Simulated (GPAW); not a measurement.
The system is GaN.

```xyz
2
Lattice="0.0000 2.2535 2.2535 2.2535 0.0000 2.2535 2.2535 2.2535 0.0000" Properties=species:S:1:pos:R:3 pbc="T T T"
Ga    0.0000    0.0000    0.0000
N     1.1268    1.1268    1.1268
```

The cell is a database's computed one.

Base run:

* Program: GPAW 26.7.0
* Functional: AM05
* Potentials or basis: PAW data sets generated in the run's folder for this functional
* Cutoff: 600 eV
* Basis: pw
* k mesh: 8 × 8 × 8
* Occupations: fermi-dirac, width 0.001 eV
* Spin: no spin polarisation

Its results: band gap on the k mesh 1.84 eV, direct; electronic dielectric tensor (diagonal) 5.62.

The run is repeated on the same cell with these changes: functional from AM05 to PBEsol. What comes out?

Band gap on the k mesh 1.76 eV, direct; electronic dielectric tensor (diagonal) 5.71.

Caveats: the long-wavelength limit can be off by a per cent or two.

A k mesh can miss the band edges.
